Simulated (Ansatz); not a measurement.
ZnS: the change of energy less free atoms and pressure with volume scale

Periodic Kohn-Sham DFT of a crystal at fixed atoms, scaled to volume_scale times the given cell; pressure positive in compression, energy less spherical unpolarised free atoms, largest_vzz the field gradient of largest size among the nuclei. The results are calculated, by Ansatz 0.2.0.

The cell before it is scaled or strained (space group F-43m, No. 216):
```
CELL_PARAMETERS angstrom
0.00000 2.70470 2.70470
2.70470 0.00000 2.70470
2.70470 2.70470 0.00000
ATOMIC_POSITIONS crystal
Zn 0.00000 0.00000 0.00000
S 0.75000 0.75000 0.75000
```

Settings of every row: method all-electron LAPW; functional PBE; relativity scalar; k mesh 8x8x8; filling fermi-dirac; smearing width 0.01 eV; basis error target 0.25 meV/atom; nucleus gaussian.

Atom start moment: 0 on all atoms.

```csv
row,volume scale,V (Å³/atom),energy less free atoms (eV/atom),pressure (GPa)
1,0.94,18.599,-3.3892,6.728
2,0.95,18.797,-3.3969,5.714
3,0.96,18.995,-3.4033,4.753
4,0.98,19.39,-3.4128,2.979
5,0.99,19.588,-3.416,2.161
6,1,19.785,?,?
7,1.01,19.982,-3.4194,0.651
8,1.02,20.179,-3.4198,-0.046
9,1.04,20.575,-3.4181,-1.332
10,1.05,20.775,-3.416,-1.925
11,1.06,20.971,-3.4133,-2.488
```

Question: what energy less free atoms and pressure should row 6 give?

Worked fit of energy less free atoms. Take u = (V_r/V)^(2/3) − 1 with V_r = 19.785 Å³ an atom, which is twice the finite (Eulerian) strain; such expansions in the strain, on which the Birch-Murnaghan equation of state is built, carry the rest volume and the bulk modulus. The shown rows have u = 0.04207, 0.03474, 0.02754, 0.01354, 0.00669, -0.00658, -0.01306, -0.02576, -0.03203, -0.03807. Least squares give energy less free atoms = −3.41817 + 0.2593 × u + 10.185 × u² eV/atom; a straight line predicts inner rows, each left out in turn, worse (root mean square 0.0057 against 2.9e-05 eV/atom). All shown rows lie on it to the printed digit. Its lowest point lies at u = -0.0127, or V = 20.17 Å³ an atom, and the curvature there gives the bulk modulus at fixed shape and fractions, B = (4/9)(1 + u)² E″(u)/V = 70.1 GPa. The withheld row has u = 0, so the fit gives −3.41817 + 0.2593 × (0) + 10.185 × (0)² = -3.4182 eV/atom.

The calculation gave -3.4182 eV/atom. The fit meets it to the printed digit.

Worked fit of pressure. Take u = (V_r/V)^(2/3) − 1 with V_r = 19.785 Å³ an atom, which is twice the finite (Eulerian) strain; such expansions in the strain, on which the Birch-Murnaghan equation of state is built, carry the rest volume and the bulk modulus. The shown rows have u = 0.04207, 0.03474, 0.02754, 0.01354, 0.00669, -0.00658, -0.01306, -0.02576, -0.03203, -0.03807. Least squares give pressure = 1.3848 + 113.644 × u + 316.49 × u² GPa; a straight line predicts inner rows, each left out in turn, worse (root mean square 0.18 against 0.0033 GPa). The rows lie off it by 0.002, -0.001, -0.002, -0.003, 0.002, 0.000, -0.001, 0.001, 0.006, -0.005 (root mean square 0.0029 GPa). The pressure vanishes at u = -0.0126, or V = 20.17 Å³ an atom, and there the bulk modulus at fixed shape and fractions is B = −V dP/dV = (2/3)(1 + u) dP/du = 69.5 GPa. The withheld row has u = 0, so the fit gives 1.3848 + 113.644 × (0) + 316.49 × (0)² = 1.385 GPa.

The calculation gave 1.386 GPa. The fit lies 0.001 GPa (0.011 % of the column's range) below it, one unit of the last digit.
